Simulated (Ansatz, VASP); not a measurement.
# Au: VASP beside Ansatz

File INCAR:

```
PREC     = Accurate       # precision mode
ENCUT    = 520            # plane-wave cutoff, eV
EDIFF    = 1E-6           # SCF threshold, eV
ISMEAR   = -1             # smearing method
SIGMA    = 0.08           # smearing width, eV
LREAL    = False          # projectors in reciprocal space
LASPH    = True           # aspherical terms in the spheres
NELM     = 80             # most SCF steps
ALGO     = Normal         # electronic algorithm
ISIF     = 2              # what is computed and relaxed
LWAVE    = False          # write WAVECAR
LCHARG   = True           # write CHGCAR
GGA      = PE             # functional
LELF     = True           # ELF
LVHAR    = True         
NBANDS   = 18             # bands
```

Contents of KPOINTS:

```
regular mesh
0
Gamma
  15 15 8
```

POSCAR

```
Au
1.0
    2.4022908994      0.0000000000      0.0000000000
   -1.2011454497      2.0804449462      0.0000000000
    0.0000000000      0.0000000000      3.9605880282
Au
2
Direct
    0.3333333333      0.6666666667      0.2500000000
    0.6666666667      0.3333333333      0.7500000000
```

Input for Ansatz:

```yaml
crystal:
  lattice:
    - [2.4022908994, 0.0, 0.0]
    - [-1.2011454497, 2.0804449462, 0.0]
    - [0.0, 0.0, 3.9605880282]
  atoms:
    - { symbol: Au, position: [0.3333333333, 0.6666666667, 0.25] }
    - { symbol: Au, position: [0.6666666667, 0.3333333333, 0.75] }
kpoints:
  mp_grid: { grid: [15, 15, 8] }
scf:
  occupations: { method: fermi_dirac, width: 0.08 }
hamiltonian:
  xc: pbe
  pseudopotentials: { kind: all_electron, lapw: { basis_error: 0.001 } }
output:
  forces: true
  stress: true
  eigenvalues: true
  populations: true
```

Change from the starting cell: volume scaled by 0.55, LAPW.

Alike in both runs: task single point; functional PBE; k mesh 15 × 15 × 8; occupations fermi-dirac, width 0.08 eV; no spin polarisation.

```csv
,VASP,Ansatz
version,VASP 6.6.1,Ansatz 0.2.0
potentials or method,"VASP PAW PBE potentials, release 64 (Au)","all-electron LAPW, scalar-relativistic"
plane-wave cutoff (eV),520,see its input
```

Ansatz gave:

| Item | Value |
| --- | --- |
| pressure (GPa) | 439.7 |
| largest component of the traceless stress (GPa) | 0.07 |

**Question.** Estimate VASP's values.

**Answer.** Pressure (GPa): 443.8; largest component of the traceless stress (GPa): 0.34.

Ansatz ran all-electron here, so the differences hold the error of VASP's frozen core and of both bases.

Caveats: the cell as given lies far from equilibrium; so large a pressure means that the cell lies far from this level's equilibrium, or that cutoff or potentials fall short (VASP). The runs have no spin-orbit coupling, so splittings on Au are missing.
